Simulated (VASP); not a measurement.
# CdS (Greenockite): single point with PBE

Crystal: CdS (Greenockite).

```
Cd S
1.0
     4.15000    0.00000    0.00000
    -2.07500    3.59401    0.00000
     0.00000    0.00000    6.73700
Cd S
2 2
Direct
  0.66667 0.33333 0.50000
  0.33333 0.66667 0.00000
  0.66667 0.33333 0.87500
  0.33333 0.66667 0.37500
```

```json
{
  "Program": "VASP 6.6.1",
  "Task": "single point",
  "Functional": "PBE",
  "Potentials or basis": "VASP PAW PBE potentials, release 64 (Cd_GW, S_GW)",
  "Cutoff": "450 eV",
  "k mesh": "4 × 4 × 2",
  "Occupations": "gaussian, width 0.02 eV",
  "Spin": "no spin polarisation"
}
```

* Pressure: 2.1 GPa
* Largest force: 0.055 eV/Å
* Band gap on the k mesh: 1.19 eV, direct

Forces on the atoms (eV/Å):
```
Cd   0.000  0.000 -0.055
Cd   0.000  0.000 -0.055
S    0.000  0.000  0.055
S    0.000  0.000  0.055
```

Stress tensor (GPa, compression positive):
```
1.94 0.00 0.00
0.00 1.94 0.00
0.00 0.00 2.35
```

Levels at points of the mesh, in eV from the valence-band top:
```tsv
k point	band 15	band 16	band 17	band 18	band 19	band 20	band 21	band 22
(0.00, 0.00, 0.00)	-0.76	-0.04	0.00	0.00	1.19	2.78	6.45	6.46
(0.50, 0.00, 0.00)	-2.62	-1.85	-1.28	-0.73	3.70	3.88	5.11	6.37
(0.00, 0.00, 0.50)	-0.39	-0.39	-0.39	-0.39	2.83	2.83	6.17	6.17
(0.50, 0.00, 0.50)	-1.32	-1.32	-1.31	-1.31	3.47	3.47	5.38	5.38
```

Wall time 15 s on 1 thread of Intel(R) Xeon(R) 6975P-C (Granite Rapids), with other jobs on the host, peak memory 0.2 GiB.

Caveat: the k mesh is coarse (spacing up to 0.47 Å⁻¹), so the values aren't converged. PBE gaps usually lie below the measured ones, often by a third to a half.
